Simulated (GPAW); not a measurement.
Crystal: AlRu.

```
Ru Al
1.0
     2.99160    0.00000    0.00000
     0.00000    2.99160    0.00000
     0.00000    0.00000    2.99160
Ru Al
1 1
Direct
  0.50000 0.50000 0.50000
  0.00000 0.00000 0.00000
```

Base run:

* Program: GPAW 26.7.0
* Functional: RPBE
* Potentials or basis: the program's PAW data sets (release 1.2.1) made for this functional
* Cutoff: 600 eV
* Basis: pw
* k mesh: 9 × 9 × 9
* Occupations: fermi-dirac, width 0.05 eV
* Spin: no spin polarisation

Its results: pressure 6.9 GPa.

Problem. The run is repeated on the same cell with these changes: functional from RPBE to LDA; band points from 60 to 100. What comes out?

Solution. Pressure -7.6 GPa.
